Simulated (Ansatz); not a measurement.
# Cd3HgTe4: the cost of one run

Method: DFT PBE, scalar-relativistic, plane waves, PAW, unless a step names another level, in Ansatz 0.2.0.

1 further run of the same task is left out (it didn't finish). Runs told in other sessions of the task aren't counted.

## (1) Starting point

The structure is tetragonal, space group P-4m2 (No. 115). The conventional cell has a = 4.687 Å, b = 4.687 Å, c = 13.243 Å, α = 90.00°, β = 90.00°, γ = 90.00°. Around Cd (site symmetry 2mm) lie 4 Te at 2.87 Å. Cd (site symmetry -4m2) is surrounded by 4 Te at 2.87 Å. Hg (site symmetry -4m2) is surrounded by 4 Te at 2.88 Å. Around Te (site symmetry 2mm) lie 2 Cd at 2.87 Å and 2 Hg at 2.88 Å. Te (site symmetry 2mm) has 4 Cd at 2.87 Å in its first shell of neighbours.

Coordinates:

```xyz
8
Lattice="4.6874 0.0000 0.0000 0.0000 4.6874 0.0000 0.0000 0.0000 13.2426" Properties=species:S:1:pos:R:3 pbc="T T T"
Cd    0.0000    0.0000    9.9256
Cd    0.0000    0.0000    3.3170
Cd    2.3437    2.3437    6.6213
Hg    2.3437    2.3437    0.0000
Te    2.3437    0.0000   11.5736
Te    0.0000    2.3437    1.6690
Te    2.3437    0.0000    4.9697
Te    0.0000    2.3437    8.2730
```

The cell was relaxed beforehand at this level, from a generated guess; it needn't be the stable form of this composition. At a tolerance of 0.02 Å it has space group P-4m2 (No. 115); it has 36.37 Å³/atom, an uncorrected energy of -0.39 eV/atom over the elements and, on its mesh, gap 0.18 eV.

## (2) Band edges anywhere in the zone

input.yaml

```yaml
crystal:
  lattice:
    - [4.6873538, 0.0, 0.0]
    - [0.0, 4.6873538, 0.0]
    - [0.0, 0.0, 13.2426444]
  atoms:
    - { symbol: Cd, position: [0.0, 0.0, 0.749521] }
    - { symbol: Cd, position: [0.0, 0.0, 0.250479] }
    - { symbol: Cd, position: [0.5, 0.5, 0.5] }
    - { symbol: Hg, position: [0.5, 0.5, 0.0] }
    - { symbol: Te, position: [0.5, 0.0, 0.873964] }
    - { symbol: Te, position: [0.0, 0.5, 0.126036] }
    - { symbol: Te, position: [0.5, 0.0, 0.375277] }
    - { symbol: Te, position: [0.0, 0.5, 0.624723] }
basis:
  ecutwfc: 420
kpoints:
  mp_grid: { grid: [8, 8, 4] }
  band_path: { path: [VBM, CBM], npoints: 2 }
hamiltonian:
  xc: pbe
scf:
  occupations: { method: gaussian, width: 0.01 }
output:
  forces: false
  stress: false
  eigenvalues: true
checkpoint:
  read: start.run
  write: ck
  compress: false
  write_wavefunctions: false
  write_every: 100000
```

The run is started by

```bash
$ ansatz run input.yaml --threads 4 --pin off --max-ram 8192MiB --backend cpu --events-out ev --progress --plain --runs-dir out
```

What time and memory should one allow on 4 threads of Intel Xeon 6975P-C (Granite Rapids), shared host?

About 33 s, with a peak of 1.3 GiB.
